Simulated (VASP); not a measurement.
# MgS (Fm-3m) in VASP: notebook, part 2 of 2

VASP 6.6.1.

## Step 3: Relaxation of cell and atoms, LDA

Contents of INCAR:

```
  PREC = Accurate
  ENCUT = 600
  EDIFF = 1E-7
  ISMEAR = 0
  SIGMA = 0.02
  LREAL = F
  LASPH = T
  NELM = 60
  ALGO = Normal
  ISIF = 3
  LWAVE = F
  LCHARG = F
  IBRION = 2
  NSW = 90
  EDIFFG = -0.005
```

Contents of KPOINTS:

```
regular mesh
0
Gamma
  8 8 8
```

Contents of POSCAR:

```
MgS
1.0
    0.0000000000      2.6043975600      2.6043975600
    2.6043975600      0.0000000000      2.6043975600
    2.6043975600      2.6043975600      0.0000000000
Mg S
1 1
Direct
    0.0000000000      0.0000000000      0.0000000000
    0.5000000000      0.5000000000      0.5000000000
```

Potentials or basis: VASP PAW LDA potentials, release 64 (Mg, S).

The run is started by

```sh
cat potpaw_LDA.64/Mg/POTCAR potpaw_LDA.64/S/POTCAR > POTCAR
mpirun -np 1 vasp_std > vasp.out
```

Run time: 22 s. Hardware: 1 thread of Intel Xeon Platinum 8488C (Sapphire Rapids), shared host; peak memory 0.16 GiB.

It converged, with:

```yaml
Free_energy: -9.5929 eV
Relaxed_volume: 16.76 Å³/atom
Relaxed_cell: a = 3.619 Å, b = 3.619 Å, c = 3.619 Å, α = 60.00°, β = 60.00°, γ = 60.00°
Space_group_after_relaxing_to_0.05_Å: Fm-3m (No. 225)
Energy_gained_by_relaxing: 12.0 meV/atom
Ionic_steps: 3
Pressure_after_relaxing: 0.0 GPa
Band_gap_on_the_k_mesh: 2.66 eV, indirect (least direct gap 3.89 eV)
```

The path:
```tsv
step	energy change (eV)	largest force (eV/Å)	pressure (GPa)	volume (Å³)
1	0.0000	0.0000	-4.04	35.33
2	-0.0226	0.0000	1.07	33.10
3	-0.0239	0.0000	0.00	33.51
```

Final structure:
```
CELL_PARAMETERS angstrom
0.00000 2.55887 2.55887
2.55887 0.00000 2.55887
2.55887 2.55887 0.00000
ATOMIC_POSITIONS crystal
Mg 0.00000 0.00000 0.00000
S 0.50000 0.50000 0.50000
```

Levels at points of the mesh, in eV from the valence-band top:
```csv
k point,band 1,band 2,band 3,band 4,band 5,band 6,band 7,band 8
"(0.00, 0.00, 0.00)",-12.93,0.00,0.00,0.00,3.89,7.80,7.80,7.80
"(0.50, 0.00, 0.00)",-11.47,-5.18,-0.65,-0.65,4.45,6.80,6.80,10.38
"(0.50, 0.50, 0.00)",-11.05,-4.52,-1.82,-1.82,2.66,4.09,12.29,12.89
```

## Step 4: Relaxation of cell and atoms, PBE

Edit INCAR of step 3 so:

```diff
@@ -12,2 +12,3 @@
   LCHARG = F
+  GGA = PE
   IBRION = 2
```

KPOINTS is that of step 3.

POSCAR is that of step 3.

Potentials or basis: VASP PAW PBE potentials, release 64 (Mg, S).

The run is started by

```sh
cat potpaw_PBE.64/Mg/POTCAR potpaw_PBE.64/S/POTCAR > POTCAR
mpirun -np 1 vasp_std > vasp.out
```

OUTCAR:

```text
PREC = Accurate
   ENCUT = 600
   EDIFF = 1E-7
   ISMEAR = 0
   LREAL = F
   LASPH = T
   NELM = 60
   ISIF = 3
   GGA = PE
   IBRION = 2
   NSW = 90
   EDIFFG = -0.005

 ion  position               nearest neighbor table
   1  0.000  0.000  0.000-   2 2.60   2 2.60   2 2.60   2 2.60   2 2.60   2 2.60
   2  0.500  0.500  0.500-   1 2.60   1 2.60   1 2.60   1 2.60   1 2.60   1 2.60

  LATTYP: Found a face centered cubic cell.
 ALAT       =     5.2087951200

  Lattice vectors:

 A1 = (   0.0000000000,   2.6043975600,   2.6043975600)
 A2 = (   2.6043975600,   0.0000000000,   2.6043975600)
 A3 = (   2.6043975600,   2.6043975600,   0.0000000000)

Analysis of symmetry for initial positions (statically):
=====================================================================
 Subroutine PRICEL returns:
 Original cell was already a primitive cell.

 Routine SETGRP: Setting up the symmetry group for a
 face centered cubic supercell.

 Subroutine GETGRP returns: Found 48 space group operations
 (whereof 48 operations were pure point group operations)
 out of a pool of 48 trial point group operations.

The static configuration has the point symmetry O_h .

Analysis of symmetry for dynamics (positions and initial velocities):
=====================================================================
 Subroutine PRICEL returns:
 Original cell was already a primitive cell.

 Routine SETGRP: Setting up the symmetry group for a
 face centered cubic supercell.

 Subroutine GETGRP returns: Found 48 space group operations
 (whereof 48 operations were pure point group operations)
 out of a pool of 48 trial point group operations.

The dynamic configuration has the point symmetry O_h .

 Subroutine INISYM returns: Found 48 space group operations
 (whereof 48 operations are pure point group operations),
 and found     1 'primitive' translations

----------------------------------------------------------------------------------------

                                     Primitive cell

  volume of cell :      35.3307
[... 123 lines left out ...]
  energy-cutoff  :      600.00
  volume of cell :       35.33
 maximum number of plane-waves:      1243
 NGX is ok and might be reduce to    30
   NGX = 15   NGY = 15   NGZ = 15

--------------------------------------- Ionic step        1  -------------------------------------------

 number of electron       7.9999999 magnetization

 Free energy of the ion-electron system (eV)
  ---------------------------------------------------
  ext. energy  EPLUGINS =         0.00000000
  ---------------------------------------------------
  free energy    TOTEN  =        -8.50277126 eV

  energy without entropy =       -8.50277126  energy(sigma->0) =       -8.50277126

------------------------ aborting loop because EDIFF is reached ----------------------------------------

  FORCE on cell =-STRESS in cart. coord.  units (eV):
  Direction    XX          YY          ZZ          XY          YZ          ZX
  --------------------------------------------------------------------------------------
  -------------------------------------------------------------------------------------
  Total        0.1418692      0.1418692      0.1418692      0.0000000      0.0000000     -0.0000000
  in kB        6.4334953      6.4334953      6.4334953      0.0000000      0.0000000     -0.0000000
  external PRESSURE =       6.4334953 kB  Pullay stress =       0.0000000 kB
[... 59 lines left out ...]
--------------------------------------- Ionic step        3  -------------------------------------------

 number of electron       7.9999999 magnetization

 Free energy of the ion-electron system (eV)
  ---------------------------------------------------
  ext. energy  EPLUGINS =         0.00000000
  ---------------------------------------------------
  free energy    TOTEN  =        -8.50336036 eV

  energy without entropy =       -8.50336036  energy(sigma->0) =       -8.50336036

 E-fermi :   3.7264     XC(G=0):  -9.6406

 val. band max:        3.6225646210   @ k =   0.0000   0.0000   0.0000
 cond. band min:       6.3729197573   @ k =   0.5000   0.5000   0.0000
 fundamental gap:      2.7503551363
 Fermi energy:         3.7264486417

 k-point     1 :       0.0000    0.0000    0.0000
  band No.  band energies     occupation
      1      -8.9788      2.00000
      2       3.6226      2.00000
      3       3.6226      2.00000
      4       3.6226      2.00000
      5       7.2424      0.00000
      6      11.5840      0.00000
      7      11.5840      0.00000
      8      11.5840      0.00000
[... 243 lines left out ...]
 k-point    24 :      -0.3750    0.2500    0.1250
  band No.  band energies     occupation
      1      -7.5118      2.00000
      2      -0.6235      2.00000
      3       1.5226      2.00000
      4       2.4949      2.00000
      5       9.1646      0.00000
      6       9.7080      0.00000
      7      12.0032      0.00000
      8      12.9861      0.00000

 [... further k-points ...]
[... 5 lines left out ...]
  --------------------------------------------------------------------------------------
  -------------------------------------------------------------------------------------
  Total        0.0007312      0.0007312      0.0007312      0.0000000      0.0000000     -0.0000000
  in kB        0.0328833      0.0328833      0.0328833      0.0000000      0.0000000     -0.0000000
  external PRESSURE =       0.0328833 kB  Pullay stress =       0.0000000 kB
[... 17 lines left out ...]
  FREE ENERGIE OF THE ION-ELECTRON SYSTEM (eV)
  ---------------------------------------------------
  free  energy   TOTEN  =        -8.5033603571 eV

  energy  without entropy=       -8.5033603571  energy(sigma->0) =       -8.50336036

 reached required accuracy - stopping structural energy minimisation
```

OSZICAR:

```text
N       E                     dE             d eps       ncg     rms          rms(c)
DAV:   1     0.239317934514E+02    0.23932E+02   -0.38946E+03   488   0.907E+02
DAV:   2    -0.787164302612E+01   -0.31803E+02   -0.30038E+02   624   0.107E+02
DAV:   3    -0.890467734098E+01   -0.10330E+01   -0.10330E+01   544   0.268E+01
[... 23 lines left out ...]
DAV:   3    -0.850335909192E+01    0.89320E-05   -0.53435E-05   536   0.406E-02    0.174E-02
DAV:   4    -0.850335929046E+01   -0.19854E-06   -0.39114E-07   528   0.553E-03    0.153E-02
DAV:   5    -0.850336051957E+01   -0.12291E-05   -0.25060E-07   488   0.427E-03    0.241E-03
DAV:   6    -0.850336037967E+01    0.13990E-06   -0.32871E-09   256   0.584E-04    0.106E-03
DAV:   7    -0.850336035712E+01    0.22549E-07   -0.25856E-10   256   0.160E-04
   3 F= -.85033604E+01 E0= -.85033604E+01  d E =-.589096E-03
```

CONTCAR:

```text
MgS
   1.00000000000000
     0.0000000000000000    2.6116879971333562    2.6116879971333562
     2.6116879971333562    0.0000000000000000    2.6116879971333562
     2.6116879971333562    2.6116879971333562    0.0000000000000000
  Mg              S
     1     1
Direct
     0.0000000000000000    0.0000000000000000    0.0000000000000000
     0.5000000000000000    0.5000000000000000    0.5000000000000000

  0.00000000E+00  0.00000000E+00  0.00000000E+00
  0.00000000E+00  0.00000000E+00  0.00000000E+00
```

Wall time 27 s (1 thread of Intel Xeon Platinum 8488C (Sapphire Rapids), shared host); peak memory 0.17 GiB.

Results:

```yaml
Free_energy: -8.5034 eV
Relaxed_volume: 17.81 Å³/atom
Relaxed_cell: a = 3.693 Å, b = 3.693 Å, c = 3.693 Å, α = 60.00°, β = 60.00°, γ = 60.00°
Space_group_after_relaxing_to_0.05_Å: Fm-3m (No. 225)
Energy_gained_by_relaxing: 0.3 meV/atom
Ionic_steps: 3
Pressure_after_relaxing: 0.0 GPa
Band_gap_on_the_k_mesh: 2.75 eV, indirect (least direct gap 3.62 eV)
```

Step by step:
```csv
step,energy change (eV),largest force (eV/Å),pressure (GPa),volume (Å³)
1,0.0000,0.0000,0.64,35.33
2,-0.0006,0.0000,-0.14,35.69
3,-0.0006,0.0000,0.00,35.63
```

Final structure:
```cif
data_structure
_symmetry_space_group_name_H-M 'P 1'
_symmetry_Int_Tables_number 1
_cell_length_a 3.6935
_cell_length_b 3.6935
_cell_length_c 3.6935
_cell_angle_alpha 60.000
_cell_angle_beta 60.000
_cell_angle_gamma 60.000
_cell_volume 35.63
loop_
_atom_site_label
_atom_site_type_symbol
_atom_site_fract_x
_atom_site_fract_y
_atom_site_fract_z
_atom_site_occupancy
Mg1 Mg 0.00000 0.00000 0.00000 1
S1 S 0.50000 0.50000 0.50000 1
```

A k mesh can miss the band edges. PBE gaps usually lie below the measured ones, often by a third to a half.

## Step 5: Overview

| level | potentials or basis | gap on the mesh (eV) | pressure (GPa) | relaxed volume (Å³/atom) |
| --- | --- | --- | --- | --- |
| PBEsol | VASP PAW PBE potentials, release 64 (Mg, S) | 2.73 | 0.0 | 17.36 |
| LDA | VASP PAW LDA potentials, release 64 (Mg, S) | 2.66 | 0.0 | 16.76 |
| PBE | VASP PAW PBE potentials, release 64 (Mg, S) | 2.75 | 0.0 | 17.81 |

Alike in all rows: task relaxation of cell and atoms; no spin polarisation; cell relaxed; k mesh 8 × 8 × 8; cutoff (eV) 600; smearing gaussian 0.02 eV.

Caveats: the PAW data sets were made with another functional, which shifts forces and pressure a little (some runs).

Total energies depend on the potentials used, so only differences within one code and one set of settings carry meaning.
